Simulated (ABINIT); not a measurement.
# A GW chain in ABINIT: LiF (Griceite), part 3 of 3

Wanted: ground state, empty states, screening and self-energy for LiF (Griceite).

ABINIT 10.8.3; LDA and many-body steps on it, plane waves. Known limits of the many-body steps: not at the basis limit.

So far. Step 4 (Empty states on the mesh, 6×6×6 mesh, 28 bands): On this mesh the gap is 8.864 eV. Step 5 (Screening, 6×6×6 mesh, 24 bands, screening to 130.6 eV): Local fields lower ε∞ by 4 %.

## (6) Self-energy, 6×6×6 mesh, 24 bands, screening to 130.6 eV

The self-energy is evaluated for the states that the input lists, and the levels follow from it, in one-shot runs by the linearised quasiparticle equation.

This step: G0W0 on LDA, plane waves, norm-conserving pseudopotentials.

File run.abi:

```
acell 3*1.0 Angstrom
rprim 
  0.000000000000 2.014000000000 2.014000000000
  2.014000000000 0.000000000000 2.014000000000
  2.014000000000 2.014000000000 -0.000000000000
ntypat 2
znucl 3 9
natom 2
typat 1 2
xred 
  0.000000000000 0.000000000000 0.000000000000
  0.500000000000 0.500000000000 0.500000000000
pp_dirpath "pseudos"
pseudos "Li.upf, F.upf"
ecut 36
ngkpt 6 6 6
nshiftk 1
shiftk 0 0 0
kptopt 1
chksymbreak 0
istwfk *1
occopt 1
irdwfk 1
optdriver 4
nband 24
gwcalctyp 0
ecutsigx 36
symsigma 1
nkptgw 1
kptgw 
  0.0000000000 0.0000000000 0.0000000000
bdgw 
  3 9
ecuteps 4.8
irdscr 1
ppmodel 1
indata_prefix "in"
outdata_prefix "out"
tmpdata_prefix "tmp"
```

Run with:

```sh
$ OMP_NUM_THREADS=1 mpirun -n 4 abinit run.abi > log
```

Numbers of over 12 decimals in the logs are rounded to 6 here.

Log:

```text
.Version 10.8.3 of ABINIT. v10.8.2 released Aug 2026.

 Symmetries : space group Fm -3 m (#225); Bravais cF (face-center cubic)
[... echo of the input left out ...]
== DATASET  1 ==================================================================
-   mpi_nproc: 4, omp_nthreads: 1 (-1 if OMP is not activated)

--- !DatasetInfo
iteration_state: {dtset: 1, }
dimensions: {natom: 2, nkpt: 16, mband: 24, nsppol: 1, nspinor: 1, nspden: 1, mpw: 1158, }
cutoff_energies: {ecut:  36.0, pawecutdg:  -1.0, }
electrons: {nelect:   1.00000000E+01, charge:   0.00000000E+00, occopt:   1.00000000E+00, tsmear:   1.00000000E-02, }

 SIGMA: Calculation of the GW corrections

 Based on a program developped by R.W. Godby, V. Olevano, G. Onida, and L. Reining.
 Incorporated in ABINIT by V. Olevano, G.-M. Rignanese, and M. Torrent.
.Using double precision arithmetic ; gwpc =  8

[... cell and pseudopotentials left out ...]
--------------------------------------------------------------------------------

 ==== K-mesh for the wavefunctions ====
 Number of points in the irreducible wedge :    16
[... list of points left out ...]
 Together with 48 symmetry operations and time-reversal symmetry
 yields   216 points in the full Brillouin Zone.

 ==== Q-mesh for screening function ====
 Number of points in the irreducible wedge :    16
[... list of points left out ...]
 Together with 48 symmetry operations and time-reversal symmetry
 yields   216 points in the full Brillouin Zone.

 vcoul_init : cutoff-mode = AUXILIARY_FUNCTION
 q-points for optical limit:   1
     1)      0.000010    0.000020    0.000030
 setmesh: FFT mesh size selected  =    30x   30x   30
          total number of points  =        27000

 Number of electrons calculated from density =   10.0000; Expected =   10.0000
 average of density, n =  0.090697
 r_s =    1.3807
 omega_plasma =   29.0505 [eV]

 === KS Band Gaps ===
  >>>> For spin  1
   Minimum direct gap =   8.8641 [eV], located at k-point      :   0.0000  0.0000  0.0000
   Fundamental gap    =   8.8641 [eV], Top of valence bands at :   0.0000  0.0000  0.0000
                                       Bottom of conduction at :   0.0000  0.0000  0.0000
 SIGMA fundamental parameters:
 PLASMON POLE MODEL  1
 number of plane-waves for SigmaX                 1139
 number of plane-waves for SigmaC and W             59
 number of plane-waves for wavefunctions          1139
 number of bands                                    24
 number of independent spin polarizations            1
 number of spinorial components                      1
 number of k-points in IBZ                          16
 number of q-points in IBZ                          16
 number of symmetry operations                      48
 number of k-points in BZ                          216
 number of q-points in BZ                          216
 number of frequencies for dSigma/dE                 9
 frequency step for dSigma/dE [eV]                0.25
 number of omega for Sigma on real axis              0
 max omega for Sigma on real axis  [eV]           0.00
 zcut for avoiding poles [eV]                     0.10

 EPSILON^-1 parameters (SCR file):
 dimension of the eps^-1 matrix on file             59
 dimension of the eps^-1 matrix used                59
 number of plane-waves for wavefunctions          1139
 number of bands                                    24
 number of q-points in IBZ                          16
 number of frequencies                               2
 number of real frequencies                          1
 number of imag frequencies                          1

 matrix elements of self-energy operator (all in [eV])

 Perturbative Calculation

--- !SelfEnergy_ee
iteration_state: {dtset: 1, }
kpoint     : [   0.000,    0.000,    0.000, ]
spin       : 1
KS_gap     :    8.864
QP_gap     :   13.529
Delta_QP_KS:    4.665
data: !SigmaeeData |
     Band     E0 <VxcDFT>   SigX SigC(E0)      Z dSigC/dE  Sig(E)    E-E0       E
        3  -1.366 -22.703 -30.606   4.948   0.827  -0.209 -25.147  -2.444  -3.809
        4  -1.366 -22.703 -30.606   4.948   0.827  -0.209 -25.147  -2.444  -3.809
        5  -1.366 -22.703 -30.606   4.948   0.827  -0.209 -25.147  -2.444  -3.809
        6   7.499 -12.219  -6.791  -2.931   0.890  -0.124  -9.997   2.222   9.720
        7  22.133 -10.804  -3.125  -3.776   0.881  -0.135  -7.365   3.440  25.573
        8  22.133 -10.804  -3.125  -3.776   0.881  -0.135  -7.365   3.440  25.573
        9  22.133 -10.804  -3.125  -3.776   0.881  -0.135  -7.365   3.440  25.573

== END DATASET(S) ==============================================================
================================================================================

 -outvars: echo values of variables after computation  --------
           etotal      0.0000000000E+00
            nband          24
             nkpt          16
          spgroup         225
 [... the other variables as echoed above ...]

 Calculation completed.
```

Run time: 1.7 s. Hardware: 4 MPI ranks of Arm Neoverse V2, shared host; peak memory 0.12 GiB.

This step gave:

```yaml
g0w0_gap_on_the_points_computed: 13.53 eV
starting_gap_on_the_mesh: 8.864 eV
k_of_the_valence_top: 0, 0, 0
k_of_the_conduction_bottom: 0, 0, 0
z_at_the_valence_top: 0.827
z_at_the_conduction_bottom: 0.89
least_direct_g0w0_gap_on_the_computed_points: 13.53 eV
```

The gap on the mesh goes from 8.86 eV to 13.53 eV, a correction of +4.66 eV.

Limits: finite bands, cutoff and mesh. v1 is the top filled band, c1 the lowest empty one. The levels before and after the correction (eV, zero at the valence-band top of each column):

```
           conduction bottom  valence top
Kohn-Sham               8.86         0.00
     G0W0              13.53         0.00
```

```
             level  energy (eV)
Kohn-Sham  Γ v3-v1        0.000
Kohn-Sham     Γ c1        8.864
Kohn-Sham  Γ c2-c4       23.499
     G0W0  Γ v3-v1        0.000
     G0W0     Γ c1       13.529
     G0W0  Γ c2-c4       29.382
```

## (7) Where the time went

Times are wall times on 4 MPI ranks of Arm Neoverse V2, shared host, good to a factor of about two.

```
                          step   time  share  memory (GiB)
                  ground state  3.3 s   23 %          0.24
bands along the symmetry lines  2.9 s   20 %          0.07
      empty states on the mesh  2.9 s   20 %          0.07
                     screening  3.7 s   26 %          0.36
                   self-energy  1.7 s   12 %          0.12
```

## (8) What came out

* LDA gap: 8.86 eV, indirect (only 1 meV under the direct gap)
* G0W0 gap on the mesh: 13.53 eV
* GW settings: 6×6×6 mesh, 24 bands, screening to 130.6 eV, Godby-Needs plasmon pole
* known limits: not at the basis limit

G0W0 moves the gap on the mesh from 8.86 eV to 13.53 eV (+4.66 eV), with Z of 0.83 and 0.89 at the edges. Local fields lower the RPA ε∞ on this mesh from 2.11 to 2.02. Only 1 of the mesh's irreducible points was corrected, so a valley elsewhere could overtake. Bands and cutoff are finite, so the gap is not at the basis limit. The miss can reach some tenths of an eV and take either sign; the mesh is an error of its own. In the G0W0 run levels were corrected at 1 k point alone, so a gap called «on the mesh» is the least over those, and an edge elsewhere would be missed.

[Paths, hosts, dates, memory and timing lines, banners, echoed tables and standing remarks are left out of the program output.]

[Logs are printed without paths, hosts, clocks, repeated set-up lines and the standing remarks that a program may print on its own settings, such as how far it seeks lower states.]

[Runs of the session that timed out or met a known fault of the program may be left out.]

[Hosts, paths, dates, database ids (printed as entryN), source tags and the programs' standing remarks are cut or masked in the printed files.]

[G0W0 gaps are taken among the corrected bands and points alone; a level outside them can change the order at an edge.]

[Where Ansatz stands beside ABINIT at settings called matched, ABINIT's density can come from a denser mesh and the files from another edition; pairs whose starting gaps differed by over 0.03 eV were left out, so agreement reads better than it is.]
